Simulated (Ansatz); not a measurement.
# Compressing AlN: a fit and a missing row

AlN, F-43m, a = 4.403 Å. This isn't the usual stable structure of the compound. Ansatz: PBE, PAW, 420 eV, Γ-centred 10×10×10 mesh on 2 atoms, Gaussian smearing 0.02 eV; no spin polarisation. Symmetry fixes shape and atoms, so the cell is only scaled; pressure is positive in compression.

```
V (Å³/atom) P (GPa)
      9.391        ?
      9.711    21.83
     10.031    13.45
     10.351     6.23
     10.671     0.00
     10.991    -5.38
     11.311   -10.01
     11.738   -15.21
```

Problem. Take V0 = 10.671 Å³/atom, fit the third-order Birch–Murnaghan form to the other rows, and predict the missing pressure.

Solution. With the Eulerian strain f = ½[(V0/V)^(2/3) − 1] and y = P/[3f(1 + 2f)^(5/2)], the form is the line y = B0 + 1.5 B0 (B0′ − 4) f. Rows (f, y): 0.03243, 191.8; 0.02105, 192.1; 0.01025, 192.6; -0.00975, 193.2; -0.01904, 193.1; -0.03078, 193.1. Means f = 0.0006933, y = 192.65; Σ(Δf)² = 0.003002, ΣΔfΔy = -0.06744; the slope is their ratio. y = 192.7 − 22.46 f GPa, so B0 = 192.7 GPa and B0′ = 4 + 2 × (-22.46)/(3 × 192.7) = 3.92. At V = 9.391, f = 0.04446, y = 191.70 and P = 31.64 GPa. The run gave 31.56 GPa, so the fit is 0.08 GPa too high, a small miss on the scale of the series.